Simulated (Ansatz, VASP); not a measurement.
## Sn, level by level in two programs

```
Sn
1.0
    -1.89465    1.89465    1.89465
     1.89465   -1.89465    1.89465
     1.89465    1.89465   -1.89465
Sn
1
Direct
  0.00000 0.00000 0.00000
```

This isn't the form of Sn at room conditions, which is tetragonal (white tin).

Single points on this cell with VASP 6.6.1 and Ansatz 0.2.0. Each row is one pair of runs. Alike in all rows: spin: off; k mesh: 10 × 10 × 10; Ansatz's potentials, cutoff: Ansatz PAW, 420 eV.

```tsv
level	smearing	VASP's potentials, cutoff	gap on the k mesh at the Fermi level (eV), VASP	gap on the k mesh at the Fermi level (eV), Ansatz	pressure (GPa), VASP	pressure (GPa), Ansatz
LDA	gaussian, width 0.02 eV	VASP PAW LDA potentials, release 64 (Sn), 500 eV	none	none	-3.5	-3.4
PBE	gaussian, width 0.02 eV	VASP PAW PBE potentials, release 64 (Sn_d_GW), 550 eV	none	none	0.7	0.7
PBE	gaussian, width 0.1 eV	VASP PAW PBE potentials, release 64 (Sn), 500 eV	none	none	0.5	0.6
```

Pressure (GPa): the two programs differ by at most 0.15.

A gap of «none» marks a metal or a gap that the smearing closes.

Caveats: the PAW data sets come from PBE, with cores solved anew for the run's functional, which leaves a small shift of forces and pressure (Ansatz).

The runs don't all hold the same shells in valence.
